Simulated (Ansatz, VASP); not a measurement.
**Al: VASP beside Ansatz**

```
Al
1.0
     0.00000    2.02481    2.02481
     2.02481    0.00000    2.02481
     2.02481    2.02481    0.00000
Al
1
Direct
  0.00000 0.00000 0.00000
```

Alike in both runs: task single point; functional PBE; k mesh 18 × 18 × 18; occupations gaussian, width 0.1 eV; no spin polarisation.

```csv
,VASP,Ansatz
version,VASP 6.6.1,Ansatz 0.2.0
potentials or method,"VASP PAW PBE potentials, release 64 (Al)","scalar-relativistic, plane waves, PAW"
plane-wave cutoff (eV),520,420
valence electrons in the cell,3,3
```

```tsv
	VASP	Ansatz	Ansatz less VASP
gap on the k mesh at the Fermi level (eV)	none	none	-
pressure (GPa)	-0.5	-0.5	+0.04
```

A gap of «none» marks a metal or a gap that the smearing closes.
